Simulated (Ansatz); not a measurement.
A crystal relaxed with r2SCAN in the plane-wave code Ansatz has space group Fm-3m (No. 225) and a = 6.511 Å.

| atom | site | x | y | z |
| --- | --- | --- | --- | --- |
| Na | 8c | 0.2500 | 0.7500 | 0.7500 |
| Xx | 4a | 0.0000 | 0.0000 | 0.0000 |

With r2SCAN the gap is 3.09 eV and direct, at Γ. The HSE06 gap is direct at Γ: 3.53 eV. Meshes: r2SCAN 8×8×8, HSE06 6×6×6. r2SCAN's ε∞ is 3.2 in all directions.

Q: Which element is Xx?
A. S
B. O
C. Te
D. Se

A: A. Xx is S: a 3-atom cell of Na2S started from a crystallographic database. Na is surrounded by 4 S at 2.82 Å; S is surrounded by 8 Na at 2.82 Å.

The values are computed, spin-unpolarised, and not measurements.
